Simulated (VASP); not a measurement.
SnO in VASP 6.6.1, single-point calculation

INCAR

```
PREC = Accurate
EDIFF = 1E-7
ISMEAR = -1
NBANDS = 17
ENCUT = 200
GGA = PE
IBRION = -1
LCHARG = .FALSE.
LASPH = .TRUE.
ADDGRID = .TRUE.
NELM = 63
LWAVE = .FALSE.
LREAL = .FALSE.
ISIF = 2
SIGMA = 0.02
NSW = 0
```

KPOINTS

```
KPOINTS created by Atomic Simulation Environment
0
Gamma
8 8 8
0 0 0
```

POSCAR

```
Sn O
 1.0000000000000000
     0.0000000000000000    2.6031359865999999    2.6031359865999999
     2.6031359865999999    0.0000000000000000    2.6031359865999999
     2.6031359865999999    2.6031359865999999    0.0000000000000000
 Sn  O
   1   1
Cartesian
  0.0000000000000000  0.0000000000000000  0.0000000000000000
  1.3015679933000002  1.3015679933000002  1.3015679933000002
```

The recommended PBE PAW datasets give the neutral cell 20 valence electrons.

Command

```
mpirun -np 1 vasp_std
```

OSZICAR

```
N       E                     dE             d eps       ncg     rms          rms(c)
DAV:   1     0.876786873503E+02    0.87679E+02   -0.66071E+03  1062   0.851E+02
DAV:   2    -0.633832871239E+01   -0.94017E+02   -0.91393E+02  1116   0.234E+02
DAV:   3    -0.112154870983E+02   -0.48772E+01   -0.48652E+01  1181   0.559E+01
DAV:   4    -0.112560689015E+02   -0.40582E-01   -0.40577E-01  1182   0.534E+00
DAV:   5    -0.112565977389E+02   -0.52884E-03   -0.52882E-03  1176   0.541E-01    0.746E+00
DAV:   6    -0.107192754701E+02    0.53732E+00   -0.59859E-01  1471   0.109E+01    0.458E+00
DAV:   7    -0.105787014245E+02    0.14057E+00   -0.13243E-01  1055   0.274E+00    0.172E+00
DAV:   8    -0.105556207829E+02    0.23081E-01   -0.37015E-02  1112   0.202E+00    0.885E-02
DAV:   9    -0.105559946446E+02   -0.37386E-03   -0.29533E-03  1168   0.591E-01    0.500E-02
DAV:  10    -0.105561164965E+02   -0.12185E-03   -0.20854E-04  1152   0.191E-01    0.156E-02
DAV:  11    -0.105561247861E+02   -0.82896E-05   -0.47107E-05  1127   0.981E-02    0.615E-03
DAV:  12    -0.105561254795E+02   -0.69339E-06   -0.82300E-06  1201   0.294E-02    0.313E-03
DAV:  13    -0.105561249346E+02    0.54484E-06   -0.11659E-06  1103   0.134E-02    0.203E-03
DAV:  14    -0.105561252833E+02   -0.34864E-06   -0.16691E-07   905   0.282E-03    0.125E-03
DAV:  15    -0.105561252984E+02   -0.15137E-07   -0.30940E-09   526   0.386E-04
   1 F= -.10556125E+02 E0= -.10555850E+02  d E =-.551196E-03
```

Standard output (part)

```
POSCAR found type information on POSCAR SnO
 POSCAR found :  2 types and       2 ions
 LDA part: xc-table for (Slater+PW92), standard interpolation
 POSCAR, INCAR and KPOINTS ok, starting setup
 WAVECAR not read
 entering main loop
```

From OUTCAR

```
k-points           NKPTS =     29   k-points in BZ     NKDIM =     29   number of bands    NBANDS=     17

   NELECT =      20.0000    total number of electrons

   dimension x,y,z NGX =    18 NGY =   18 NGZ =   18
   dimension x,y,z NGXF=    36 NGYF=   36 NGZF=   36

  energy-cutoff  :      200.00
  volume of cell :       35.28
      direct lattice vectors                 reciprocal lattice vectors
     0.000000000  2.603135987  2.603135987    -0.192076020  0.192076020  0.192076020
     2.603135987  0.000000000  2.603135987     0.192076020 -0.192076020  0.192076020
     2.603135987  2.603135987  0.000000000     0.192076020  0.192076020 -0.192076020

 k-points in reciprocal lattice and weights: KPOINTS created by Atomic Simulation Env
   0.00000000  0.00000000  0.00000000       0.002
   0.12500000  0.00000000  0.00000000       0.016
   0.25000000  0.00000000  0.00000000       0.016
   0.37500000  0.00000000  0.00000000       0.016
   0.50000000  0.00000000  0.00000000       0.008
   0.12500000  0.12500000  0.00000000       0.012
   0.25000000  0.12500000  0.00000000       0.047
   0.37500000  0.12500000  0.00000000       0.047
   ...

 E-fermi :   7.8573

 k-point     1 :       0.0000    0.0000    0.0000
  band No.  band energies     occupation
      1     -14.4502      2.00000
      2     -14.4502      2.00000
      3     -14.4502      2.00000
      4     -14.3583      2.00000
      5     -14.3583      2.00000
      6     -13.7587      2.00000
      7       0.8642      2.00000
      8       2.6531      2.00000
      9       2.6531      2.00000
     10       2.6531      2.00000
     11      12.4948      0.00000
     12      12.4948      0.00000
     13      12.4948      0.00000
     14      17.6333      0.00000
     15      19.4541      0.00000
     16      19.4541      0.00000
     17      19.4541      0.00000

 k-point     2 :       0.1250    0.0000    0.0000
  band No.  band energies     occupation
      1     -14.5315      2.00000
      2     -14.4168      2.00000
      3     -14.4168      2.00000
      4     -14.3331      2.00000
      5     -14.3331      2.00000
      6     -13.4859      2.00000
      7       0.4113      2.00000
      8       2.8952      2.00000
      9       2.8952      2.00000
     10       3.6501      2.00000
     11      11.6012      0.00000
     12      12.5952      0.00000
     13      12.5952      0.00000
     14      18.0131      0.00000
     15      18.8372      0.00000
     16      18.8372      0.00000
     17      19.3278      0.00000

 k-point     3 :       0.2500    0.0000    0.0000
  band No.  band energies     occupation
      1     -14.6868      2.00000
      2     -14.3996      2.00000
      3     -14.3996      2.00000
      4     -14.3171      2.00000
      5     -14.3171      2.00000
      6     -13.1033      2.00000
      7      -0.3549      2.00000
      8       2.8292      2.00000
      9       2.8292      2.00000
     10       4.4372      2.00000
     11      10.3374      0.00000
     12      12.7139      0.00000
     13      12.7139      0.00000
     14      17.0448      0.00000
     15      18.5174      0.00000
     16      18.5174      0.00000
     17      21.4354      0.00000

 ...

  Total      -20.2862645    -20.2862645    -20.2862645      0.0000000      0.0000000     -0.0000000
  in kB     -921.2809740   -921.2809740   -921.2809740      0.0000000      0.0000000     -0.0000000
  external PRESSURE =    -921.2809740 kB  Pullay stress =       0.0000000 kB

 POSITION                                       TOTAL-FORCE (eV/Angst)
 -----------------------------------------------------------------------------------
      0.00000      0.00000      0.00000         0.000000      0.000000      0.000000
      1.30157      1.30157      1.30157        -0.000000     -0.000000     -0.000000
 -----------------------------------------------------------------------------------
    total drift:                               -0.000001     -0.000001     -0.000000

  FREE ENERGIE OF THE ION-ELECTRON SYSTEM (eV)
  ---------------------------------------------------
  free  energy   TOTEN  =       -10.5561252984 eV

  energy  without entropy=      -10.5555741026  energy(sigma->0) =      -10.55584970
```

It converged. Results: gap between bands v and c on the k mesh -0.26 eV (bands overlap: a metal); least direct gap on the k mesh 0.50 eV; pressure -92.1 GPa. Band v is the last that the valence electrons fill when counted band by band, and c is the next.

These settings aren't sound, so the numbers aren't properties of the crystal.

On sound settings PBE gives a gap of -0.19 eV on its mesh and a pressure of 12.0 GPa for the intended cell.

The run took about 3.9 s on one core of a shared host (Intel Xeon 6975P-C) and held 0.14 GiB at most.
